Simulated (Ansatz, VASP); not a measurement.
Two plane-wave programs on NiO

File INCAR:

```
PREC     = Accurate       # precision mode
ENCUT    = 520            # plane-wave cutoff, eV
EDIFF    = 1E-6           # SCF threshold, eV
ISMEAR   = 0              # smearing method
SIGMA    = 0.05           # smearing width, eV
LREAL    = False          # projectors in reciprocal space
LASPH    = True           # aspherical terms in the spheres
NELM     = 150            # most SCF steps
ALGO     = Normal         # electronic algorithm
ISIF     = 2              # what is computed and relaxed
LWAVE    = False          # write WAVECAR
LCHARG   = True           # write CHGCAR
ISPIN    = 2              # spin polarisation
MAGMOM   = 1.62 0         # initial moments
LORBIT   = 11             # projections on sites
LMAXMIX  = 4              # l up to which the mixer works
GGA      = PE             # functional
LELF     = True           # ELF
LVHAR    = True         
NBANDS   = 19             # bands
```

Contents of KPOINTS:

```
regular mesh
0
Gamma
  12 12 12
```

File POSCAR:

```
NiO
1.0
    0.0000000000      2.2409531277      2.2409531277
    2.2409531277      0.0000000000      2.2409531277
    2.2409531277      2.2409531277      0.0000000000
Ni O
1 1
Direct
    0.0000000000      0.0000000000      0.0000000000
    0.2500000000      0.2500000000      0.2500000000
```

Input for Ansatz:

```yaml
crystal:
  lattice:
    - [0.0, 2.2409531277, 2.2409531277]
    - [2.2409531277, 0.0, 2.2409531277]
    - [2.2409531277, 2.2409531277, 0.0]
  atoms:
    - { symbol: Ni, position: [0.0, 0.0, 0.0], spin: 1.62 }
    - { symbol: O, position: [0.25, 0.25, 0.25] }
basis:
  ecutwfc: 420
  ecutrho_ratio: 4
kpoints:
  mp_grid: { grid: [12, 12, 12] }
hamiltonian:
  xc: pbe
scf:
  occupations: { method: gaussian, width: 0.05 }
output:
  forces: true
  stress: true
  eigenvalues: true
  populations: true
magnetization:
  spin_polarized: true
```

Alike in both runs: task single point; functional PBE; k mesh 12 × 12 × 12; occupations gaussian, width 0.05 eV; collinear spin.

|  | VASP | Ansatz |
| --- | --- | --- |
| version | VASP 6.6.1 | Ansatz 0.2.0 |
| potentials or method | VASP PAW PBE potentials, release 64 (Ni, O) | scalar-relativistic, plane waves, PAW |
| plane-wave cutoff (eV) | 520 | 420 |
| valence electrons in the cell | 16 | 24 |

```csv
,VASP,Ansatz,Ansatz less VASP
gap on the k mesh at the Fermi level (eV),none,none,-
pressure (GPa),0.2,0.0,-0.21
net moment per atom (μB),0.95,0.97,+0.015
size of the moment on the site where the two differ most (μB),1.49,1.47,-0.024
```

Site moments also hang on the region over which each program counts them. A gap of «none» marks a metal or a gap that the smearing closes. The functional is the same, so the differences come from potentials, cutoffs and numerics. The two sets of potentials don't hold the same shells in valence.

Caveats: a cell with one magnetic atom can't hold antiferromagnetic order, which such compounds often take; semilocal functionals often make such compounds metallic where correlation or magnetic order opens a gap, which also shifts bond lengths.
